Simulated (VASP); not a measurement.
A run of VASP 6.6.1 is set up as follows.

The input INCAR:

```
  ALGO = Normal
  BPARAM = 11.95
  CPARAM = 0.0093
  EDIFF = 1E-7
  ENCUT = 400
  ISIF = 2
  ISMEAR = 0
  ISYM = 0
  IVDW_NL = 2
  LASPH = True
  LCHARG = False
  LMIXTAU = True
  LREAL = False
  LUSE_VDW = True
  LWAVE = False
  METAGGA = R2SCAN
  NELM = 80
  PREC = Accurate
  SIGMA = 0.01
```

File KPOINTS:

```
k-points
0
Gamma
  1 1 1
```

File POSCAR:

```
H3CCl                                   
1.0
   12.7670747303      0.0000000000      0.0000000000
    0.0000000000     13.2670747303      0.0000000000
    0.0000000000      0.0000000000     13.7670747303
  C               Cl              H             
     1     1     3
Selective dynamics
Direct
     0.4970414396999985    0.5134837255000022    0.4949221529999974   F   F   F
     0.5319418036034980    0.3988986284476570    0.5548157863806302   T   T   T
     0.5552196080397707    0.5709768752299091    0.5135217836853202   T   T   T
     0.4191446446210799    0.5362274200617567    0.5199720914012705   T   T   T
     0.4964919117310311    0.4997961284029513    0.4164873052750786   T   T   T
```

Potentials or basis: VASP PAW PBE potentials, release 64 (C, Cl, H).

Run with:

```sh
$ cat potpaw_PBE.64/C/POTCAR potpaw_PBE.64/Cl/POTCAR potpaw_PBE.64/H/POTCAR > POTCAR
$ mpirun -np 1 vasp_gam > vasp.out
```

(1) Predict the largest force.

(2) Predict the gap between the frontier levels.

Results:

(1) 0.234 eV/Å.

(2) 7.03 eV.

Caveat: the PAW data sets were made with another functional, which shifts forces and pressure a little.
